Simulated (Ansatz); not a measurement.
The system is Al.

```
Al
1.0
     0.00000    2.02481    2.02481
     2.02481    0.00000    2.02481
     2.02481    2.02481    0.00000
Al
1
Direct
  0.00000 0.00000 0.00000
```

| Property | Result |
| --- | --- |
| Program | Ansatz 0.2.0 |
| Task | relaxation of cell and atoms |
| Functional | revPBE |
| Dispersion | D3(BJ) |
| Potentials or basis | all-electron LAPW, scalar-relativistic |
| Basis error allowed | 0.001 eV/atom |
| k mesh | 11 × 11 × 11 |
| Occupations | fermi-dirac, width 0.05 eV |
| Spin | no spin polarisation |

At the start: volume 16.60 Å³/atom.

Where does the relaxation end?

Over 5 steps the energy falls by 21.8 meV/atom and the volume is 15.45 Å³/atom (-6.9 %); space group Fm-3m (No. 225, to 0.05 Å).

The path:
```tsv
step	energy change (eV)	largest force (eV/Å)	volume (Å³)
1	0.0000	0.0000	16.60
2	-0.0210	0.0000	15.24
3	-0.0218	0.0000	15.47
4	-0.0218	0.0000	15.45
5	-0.0218	0.0000	15.45
```

Final structure:
```
CELL_PARAMETERS angstrom
0.00000 1.97684 1.97684
1.97684 0.00000 1.97684
1.97684 1.97684 0.00000
ATOMIC_POSITIONS crystal
Al 0.00000 0.00000 0.00000
```

The cell as given is a measured one (16.60 Å³/atom); revPBE+D3(BJ) puts the equilibrium volume -6.9 % from it, thermal expansion not counted.
